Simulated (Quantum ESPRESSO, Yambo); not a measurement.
Planning a run of Yambo 5.3.0 on MgO (Fm-3m). The input:

```
optics
bss
bse
em1s
dipoles
rim_cut
RandQpts= 1000000
RandGvec= 1 RL
Chimod= "HARTREE"
BSKmod= "SEX"
BSEmod= "coupling"
BSSmod= "d"
BSENGexx= 30 Ry
BSENGBlk= 6 Ry
% BSEQptR
 1 | 1 |
%
% BSEBands
 6 | 11 |
%
% BEnRange
 0 | 11 | eV
%
% BDmRange
 0.1 | 0.1 | eV
%
BEnSteps= 111
% BLongDir
 1 | 0 | 0 |
%
% BndsRnXs
 1 | 27 |
%
NGsBlkXs= 6 Ry
% LongDrXs
 1 | 1 | 1 |
%
% KfnQP_E
 2.119 | 1.0 | 1.0 |
%
WRbsWF
```

```sh
OMP_NUM_THREADS=1 mpirun -n 4 yambo -F bse6.in -J bse6,bse3_W -C bse6 > bse6.log
```

The stored states that it reads are on a 6×6×6 mesh. Symmetry: Fm-3m, No. 225, cubic system. The conventional cell has a = 4.194 Å, b = 4.194 Å, c = 4.194 Å, α = 90.00°, β = 90.00°, γ = 90.00°. Nearest to Mg lie 6 O at 2.10 Å. Nearest to O lie 6 Mg at 2.10 Å. Farther neighbours and most contacts between anions are not listed.

Question: Estimate wall time and host memory on 4 MPI ranks of Arm Neoverse V1, shared host.

It took 4.3 min; on shared hardware allow 2.2 min to 8.7 min. Peak host memory was 4.7 GiB.

The kernel grows as the square of the matrix size, and full diagonalisation as its cube.

[Paths, hosts, dates, memory and timing lines, banners, echoed tables and standing remarks are left out of the program output.]

[Logs are printed without paths, hosts, clocks, repeated set-up lines and the standing remarks that a program may print on its own settings, such as how far it seeks lower states.]

[Runs of the session that timed out or met a known fault of the program may be left out.]

[Hosts, paths, dates, database ids (printed as entryN), source tags and the programs' standing remarks are cut or masked in the printed files.]
